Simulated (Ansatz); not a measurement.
**Ta: which structure wins, with spin-orbit coupling, part 1 of 3**

Aim: relax Ta in several structures (fcc, bcc, hcp) and rank them by energy, with spin-orbit coupling. The runs shown use PAW and LAPW.

Program: Ansatz 0.2.0. Level of theory: DFT PBE, with the methods named in each step. These are calculated values, not measurements.

## 1. The system as given

Symmetry: Fm-3m, No. 225, cubic system. Conventional cell: a = 4.185 Å, b = 4.185 Å, c = 4.185 Å, α = 90.00°, β = 90.00°, γ = 90.00°. Ta (site symmetry m-3m) has 12 Ta at 2.96 Å as nearest neighbours.

As a file:

```cif
data_structure
_symmetry_space_group_name_H-M 'Fm-3m'
_symmetry_Int_Tables_number 225
_cell_length_a 4.1848
_cell_length_b 4.1848
_cell_length_c 4.1848
_cell_angle_alpha 90.000
_cell_angle_beta 90.000
_cell_angle_gamma 90.000
_cell_volume 73.28
loop_
_atom_site_label
_atom_site_type_symbol
_atom_site_symmetry_multiplicity
_atom_site_Wyckoff_symbol
_atom_site_fract_x
_atom_site_fract_y
_atom_site_fract_z
_atom_site_occupancy
Ta1 Ta 4 a 0.00000 0.00000 0.00000 1
```

The file gives the conventional cell by its symmetry; the runs use the cell typed in the input.

## 2. Fcc relaxed, PAW

File input.yaml:

```yaml
crystal:
  lattice:
    - [0.0, 2.0923759827, 2.0923759827]
    - [2.0923759827, 0.0, 2.0923759827]
    - [2.0923759827, 2.0923759827, 0.0]
  atoms:
    - { symbol: Ta, position: [0.0, 0.0, 0.0] }
kpoints:
  mp_grid: { grid: [17, 17, 17] }
scf:
  occupations: { method: fermi_dirac, width: 0.05 }
hamiltonian:
  xc: pbe
  pseudopotentials: { kind: paw_fr }
output:
  forces: true
  stress: true
relax:
  f_tol: 0.005
  max_steps: 40
  cell: {}
magnetization:
  noncollinear: true
  spin_orbit: true
```

The run is started by

```sh
> ansatz run input.yaml --threads 2 --pin off --max-ram 6144MiB --backend cpu --events-out ev --progress --plain --runs-dir out
```

The log of the run, shortened:

```text
[...]
Pseudopotentials: kind: paw_fr
Pseudopotential: Ta, paw_fr, valence charge 13, recommended cutoff 420 eV (normal)#standard-fr
Functional definition: PBE
[...]
non-collinear run that drives no moment, with spin-orbit: no starting moment large enough to seed its density (crystal.atoms[].spin), no starting occupations that ask for one, no magnetisation constraint and no magnetic field, so the semilocal B_xc is pinned to zero
Crystal: 1 atoms, lattice volume = 18.321 Å³
Basis set: ecut = 420 eV, 339 PW (Γ), exchange–correlation on 40×40×40 points (8 copies of the dense FFT grid, shifted against one another)
[...]
relax step   1: F+E_penalty+E_count = -9954.58676543 eV  Δ(F+E_penalty+E_count) = +0.000e0 eV  max|allowed force component| = 0.000e0 eV/Å  Δτ_max = 0.0000 Å  P = +5.178 GPa  Ω = 18.321 Å³  (6 SCF iters, dr2 threshold 1.00e-7 eV, accepted)
[...]
relax step   2: F+E_penalty+E_count = -9954.53751049 eV  Δ(F+E_penalty+E_count) = +4.925e-2 eV  max|allowed force component| = 0.000e0 eV/Å  Δτ_max = 0.0000 Å  P = -12.032 GPa  Ω = 20.210 Å³  energy of the carried Pulay correction = -6.763e-4 eV  (5 SCF iters, dr2 threshold 1.00e-7 eV, [...]
Projection manifold: j_resolved (fully-relativistic pseudo-atomic orbitals)
[...]
SCF iter   4: F=—  HF=-9954.594056 eV  |F-HF|=—  |Δ(HF+E_count)|=   6.49e-6  Δρ=1.04e-5  dr2=2.31e-8  dr2_m=0.00e0 (ungated)  ethr=3.16e-8  |M|=0.00e0 ∫|m|=0.00e0 μB  |m|>n=0.0e0 m-floor=0.0e0 τ_xc=0.0e0  β_m=0.83  ⟨swp⟩=2.4  Hψ=2634  notcnv=0
```

## 3. The output, continued: fcc relaxed, PAW files

Output, continued:

```text
SCF iter   5: F=—  HF=-9954.594057 eV  |F-HF|=—  |Δ(HF+E_count)|=   3.65e-7  Δρ=1.34e-6  dr2=2.95e-10  dr2_m=0.00e0 (ungated)  ethr=1.78e-10  |M|=0.00e0 ∫|m|=0.00e0 μB  |m|>n=0.0e0 m-floor=0.0e0 τ_xc=0.0e0  β_m=0.85  ⟨swp⟩=2.4  Hψ=2477  notcnv=0
SCF iter   6: F=-9954.594057 eV  HF=-9954.594057 eV  |F-HF|=3.64e-12  |Δ(HF+E_count)|=  3.82e-11  Δρ=9.94e-8  dr2=6.18e-13  dr2_m=0.00e0 (ungated)  ethr=1.00e-12  |M|=0.00e0 ∫|m|=0.00e0 μB  |m|>n=0.0e0 m-floor=0.0e0 τ_xc=0.0e0  ⟨swp⟩=5.9  Hψ=6995  notcnv=0
SCF 3 converged in 6 iterations: F = -9954.594057 eV  dr2 = 6.18e-13
relax step   3: F+E_penalty+E_count = -9954.59405684 eV  Δ(F+E_penalty+E_count) = -7.291e-3 eV  max|allowed force component| = 0.000e0 eV/Å  Δτ_max = 0.0000 Å  P = -0.522 GPa  Ω = 18.851 Å³  energy of the carried Pulay correction = -1.967e-4 eV  (6 SCF iters, accepted)
Crystal: 1 atoms, lattice volume = 18.801 Å³
Projection manifold: j_resolved (fully-relativistic pseudo-atomic orbitals)
iter 1 solved again at ethr=1.42e-8 eV; its pass at ethr=3.10e-3 eV (dr2=1.85e-6 eV) is discarded
SCF iter   1: F=—  HF=-9954.594159 eV  |F-HF|=—  |Δ(HF+E_count)|=         —  Δρ=8.26e-5  dr2=8.42e-7  dr2_m=0.00e0 (ungated)  ethr=1.42e-8  |M|=0.00e0 ∫|m|=0.00e0 μB  |m|>n=0.0e0 m-floor=0.0e0 τ_xc=0.0e0  β_m=0.30  ⟨swp⟩=3.1  Hψ=9262  notcnv=0
preconditioner: auto → none  [metal: Δε(μ)=0.016 eV  Ē_g=7.845 eV  σ=0.050 eV  W_gap=0.08  n_scr=0 (ndim 8)  ℏωp=19.1 eV  f_vac=0.000  D(μ)=1.23/eV (n_scr^D=14)]
SCF iter   2: F=—  HF=-9954.594159 eV  |F-HF|=—  |Δ(HF+E_count)|=   7.32e-9  Δρ=5.17e-5  dr2=2.64e-7  dr2_m=0.00e0 (ungated)  ethr=6.47e-9  |M|=0.00e0 ∫|m|=0.00e0 μB  |m|>n=0.0e0 m-floor=0.0e0 τ_xc=0.0e0  β_m=0.51  ⟨swp⟩=1.4  Hψ=1977  notcnv=0
SCF iter   3: F=-9954.594159 eV  HF=-9954.594159 eV  |F-HF|=1.07e-8  |Δ(HF+E_count)|=   1.31e-7  Δρ=9.99e-6  dr2=5.85e-9  dr2_m=0.00e0 (ungated)  ethr=7.69e-10  |M|=0.00e0 ∫|m|=0.00e0 μB  |m|>n=0.0e0 m-floor=0.0e0 τ_xc=0.0e0  ⟨swp⟩=4.0  Hψ=5018  notcnv=0
SCF 4 converged in 3 iterations: F = -9954.594159 eV  dr2 = 5.85e-9
relax step   4: F+E_penalty+E_count = -9954.59415921 eV  Δ(F+E_penalty+E_count) = -1.024e-4 eV  max|allowed force component| = 0.000e0 eV/Å  Δτ_max = 0.0000 Å  P = -0.018 GPa  Ω = 18.801 Å³  energy of the carried Pulay correction = -1.784e-4 eV  (3 SCF iters, dr2 threshold 1.00e-7 eV, accepted)
Projection manifold: j_resolved (fully-relativistic pseudo-atomic orbitals)
Initial wavefunctions: pseudopotential atomic-orbital guess (no wavefunctions were taken with the density)
iter 1 solved again at ethr=8.04e-8 eV; its pass at ethr=3.10e-3 eV (dr2=1.04e-5 eV) is discarded
SCF iter   1: F=—  HF=-9954.594342 eV  |F-HF|=—  |Δ(HF+E_count)|=         —  Δρ=2.41e-4  dr2=2.94e-7  dr2_m=0.00e0 (ungated)  ethr=8.04e-8  |M|=0.00e0 ∫|m|=0.00e0 μB  |m|>n=0.0e0 m-floor=0.0e0 τ_xc=0.0e0  β_m=0.30  ⟨swp⟩=3.4  Hψ=14222  notcnv=0
SCF iter   2: F=—  HF=-9954.594350 eV  |F-HF|=—  |Δ(HF+E_count)|=   8.62e-6  Δρ=1.69e-4  dr2=1.43e-7  dr2_m=0.00e0 (ungated)  ethr=2.26e-9  |M|=0.00e0 ∫|m|=0.00e0 μB  |m|>n=0.0e0 m-floor=0.0e0 τ_xc=0.0e0  β_m=0.65  ⟨swp⟩=1.1  Hψ=1866  notcnv=0
SCF iter   3: F=—  HF=-9954.594359 eV  |F-HF|=—  |Δ(HF+E_count)|=   8.94e-6  Δρ=2.48e-6  dr2=6.62e-10  dr2_m=0.00e0 (ungated)  ethr=1.10e-9  |M|=0.00e0 ∫|m|=0.00e0 μB  |m|>n=0.0e0 m-floor=0.0e0 τ_xc=0.0e0  β_m=0.64  ⟨swp⟩=1.2  Hψ=1905  notcnv=0
SCF iter   4: F=—  HF=-9954.594359 eV  |F-HF|=—  |Δ(HF+E_count)|=  3.47e-10  Δρ=8.30e-7  dr2=2.96e-11  dr2_m=0.00e0 (ungated)  ethr=5.09e-12  |M|=0.00e0 ∫|m|=0.00e0 μB  |m|>n=0.0e0 m-floor=0.0e0 τ_xc=0.0e0  β_m=0.73  ⟨swp⟩=2.1  Hψ=2798  notcnv=0
SCF iter   5: F=-9954.594359 eV  HF=-9954.594359 eV  |F-HF|=5.46e-12  |Δ(HF+E_count)|=  9.09e-11  Δρ=8.72e-8  dr2=9.68e-13  dr2_m=0.00e0 (ungated)  ethr=1.00e-12  |M|=0.00e0 ∫|m|=0.00e0 μB  |m|>n=0.0e0 m-floor=0.0e0 τ_xc=0.0e0  ⟨swp⟩=5.0  Hψ=6080  notcnv=0
SCF 5 converged in 5 iterations: F = -9954.594359 eV  dr2 = 9.68e-13
relax step   5: F+E_penalty+E_count = -9954.59435933 eV  Δ(F+E_penalty+E_count) = -2.001e-4 eV  max|allowed force component| = 0.000e0 eV/Å  Δτ_max = 0.0000 Å  P = -0.005 GPa  Ω = 18.801 Å³  stress off target by 5.27e-3 GPa  SCF on the basis re-selected at this cell (its energy is not comparable with the rows above)  (5 SCF iters)
basis re-selected at this cell: Δ(F+E_penalty+E_count) = -2.001e-4 eV, ΔP = +0.013 GPa vs the last step (what re-selecting the basis moved, of the pressure what is left beyond the Pulay correction that the steps carried, after the strain that the cell walked since its last selection, with what the two solves' SCF thresholds leave and, on support functions, any second-order correction that the steps lacked; it is no measure of the basis error at this ecutwfc). This SCF's stress stands 5.27e-3 GPa from its target on what of the cell is left free (relax.cell.stress_tol is 5.00e-2 GPa) and its largest allowed force component is 0.00e0 eV/Å (relax.f_tol is 5.00e-3 eV/Å): within both
SCF converged after 5 iterations
Magnetization: |M| = 0.0000 μB,  M = (+0.0000, +0.0000, +0.0000) μB
Absolute magnetization: 0.0000 μB (∫|m|)
  site 0: m = (+0.0000, +0.0000, +0.0000) μB, |m| = 0.0000 μB  (R = 1.23 Å)
Free energy (F): -9954.594359 eV
Harris-Foulkes:  -9954.594359 eV  (|F-HF|=5.46e-12)
Internal energy: -9954.584105 eV  (E = F + TS)
E sigma→0 (E₀):  -9954.589232 eV
Entropy (-TS):   -0.010254 eV (-10.254 meV/atom)
Fermi energy:    18.073589 eV
--- Per-component energies (eV) ---
  E_band       = -117.831957
  E_kinetic    = 364.562432
  E_local      = -571.918228  (includes V_loc(G=0)·N_el)
  E_nonlocal   = 10.932717
  E_hartree    = 196.972926
  E_xc         = -217.671478
  E_vxc        = -203.196603  (∫ρ·V_xc dr)
  E_paw        = -8415.804937  (= ΣΔE_a)
  E_vpaw       = -112.158316  (= ΣTr[D̂ρ^β])
  E_aug_tail   = 0.000163  (compensation charges beyond the density's cutoff)
  E_ewald      = -1321.657703
  E_smearing   = -0.010254  (= −TS)
  E_closure    = -0.000000  (closes the sum)
  Σ components = -9954.594359   (vs F -9954.594359, Δ=0.00e0)
--- Forces (eV/Å), atoms counted from 1 ---
  atom   1  Ta    -0.00000000     0.00000000    -0.00000000
  max |Σ_I F_I| component: 6.57e-32 eV/Å
--- Stress (GPa, compression-positive) ---
       -0.005269      -0.000000      -0.000000
       -0.000000      -0.005269      -0.000000
       -0.000000      -0.000000      -0.005269
  P = ⅓ Tr σ = -0.0053 GPa (-0.053 kbar)
--- Relaxed structure (4 steps of the walk, 3 accepted, 1 SCFs on fresh bases) ---
  F+E_penalty+E_count = -9954.59435933 eV   max|allowed force component| = 0.000e0 eV/Å   (the final SCF, on the basis selected at the relaxed cell)
  cell:  # Å, volume = 18.8013 Å³
    - [-4.020566994706677e-35, 2.1105021411253895, 2.1105021411253895]
    - [2.1105021411253895, -2.428263234426805e-35, 2.1105021411253895]
    - [2.1105021411253895, 2.1105021411253895, 0.0]
  atoms:
    - { symbol: Ta, position: [0.0, 0.0, 0.0] }
```

It took 16 s on 2 threads of Arm Neoverse V1, shared host; peak memory 0.4 GiB.

The steps of the relaxation:

```tsv
step	energy from step 1 (eV/cell)	largest force component (eV/Å)	pressure (GPa)	volume (Å³)
1	0.0000	0.0000	5.18	18.32
2x	0.0493	0.0000	-12.03	20.21
3	-0.0073	0.0000	-0.52	18.85
4	-0.0074	0.0000	-0.02	18.80
5	-0.0076	0.0000	-0.01	18.80
```

Step 1 is the start. Step 5 repeats the geometry before on a plane-wave basis chosen anew for that cell, so the energy can jump there without any move; the table keeps such jumps. 1 step was tried and not accepted (marked x).

| input's cell | before | after | change |
| --- | --- | --- | --- |
| a (Å) | 2.959 | 2.985 | +0.9 % |
| b (Å) | 2.959 | 2.985 | +0.9 % |
| c (Å) | 2.959 | 2.985 | +0.9 % |
| volume (Å³/atom) | 18.32 | 18.80 | +2.6 % |

## 4. Fcc relaxed, LAPW

File input.yaml:

```yaml
crystal:
  lattice:
    - [0.0, 2.1105021411, 2.1105021411]
    - [2.1105021411, 0.0, 2.1105021411]
    - [2.1105021411, 2.1105021411, 0.0]
  atoms:
    - { symbol: Ta, position: [0.0, 0.0, 0.0] }
kpoints:
  mp_grid: { grid: [17, 17, 17] }
scf:
  occupations: { method: fermi_dirac, width: 0.05 }
hamiltonian:
  xc: pbe
  pseudopotentials: { kind: all_electron, lapw: { basis_error: 0.0005 } }
output:
  forces: true
  stress: true
  eigenvalues: true
  populations: true
relax:
  f_tol: 0.005
  max_steps: 25
  cell: {}
magnetization:
  noncollinear: true
  spin_orbit: true
```

The run is started by

```sh
> ansatz run input.yaml --threads 2 --pin off --max-ram 6144MiB --backend cpu --events-out ev --progress --plain --runs-dir out
```

The log of the run, shortened:

```text
[...]
Ta: projections on atomic orbitals take those of the free atom 1s2 2s2 2p6 3s2 3p6 3d10 4s2 4p6 4d10 4f14 5s2 5p6 5d3 6s2, of charge +0.00 (hamiltonian.pseudopotentials.projection_atoms)
LAPW: plane waves up to 8.499 Å⁻¹, error target 5.0e-4 eV per atom; Dirac's equation on spinors; Ta in spheres of 1.448 Å, 43 of its electrons in bands
[...]
Pseudopotentials: kind: all_electron
[...]
  F+E_penalty+E_count = -425150.91181049 eV   max|allowed force component| = 0.000e0 eV/Å   (the final SCF, on the basis selected at the relaxed cell)
  cell:  # Å, volume = 18.8013 Å³
    - [0.0, 2.1105021411, 2.1105021411]
    - [2.1105021411, 0.0, 2.1105021411]
    - [2.1105021411, 2.1105021411, 0.0]
  atoms:
    - { symbol: Ta, position: [0.0, 0.0, 0.0] }
--- Löwdin populations: 1 site ---
  site symbol       q [e]
     0     Ta     72.8246
  spilling = 0.002403 (of n_electrons = 73.000000)
```

Run time: 3 min. Hardware: 2 threads of Arm Neoverse V1, shared host; peak memory 0.74 GiB.

Step by step:

```tsv
step	energy from step 1 (eV/cell)	largest force component (eV/Å)	pressure (GPa)	volume (Å³)
1	0.0000	0.0000	0.01	18.80
2	0.0000	0.0000	0.01	18.80
```

Step 1 is the start. Step 2 repeats the geometry before on a plane-wave basis chosen anew for that cell, so the energy can jump there without any move; the table keeps such jumps.

| input's cell | before | after | change |
| --- | --- | --- | --- |
| a (Å) | 2.985 | 2.985 | -0.0 % |
| b (Å) | 2.985 | 2.985 | -0.0 % |
| c (Å) | 2.985 | 2.985 | -0.0 % |
| volume (Å³/atom) | 18.80 | 18.80 | -0.0 % |

Read from it: pressure 0.01 GPa; no gap.

(Continued in part 2 of 3.)
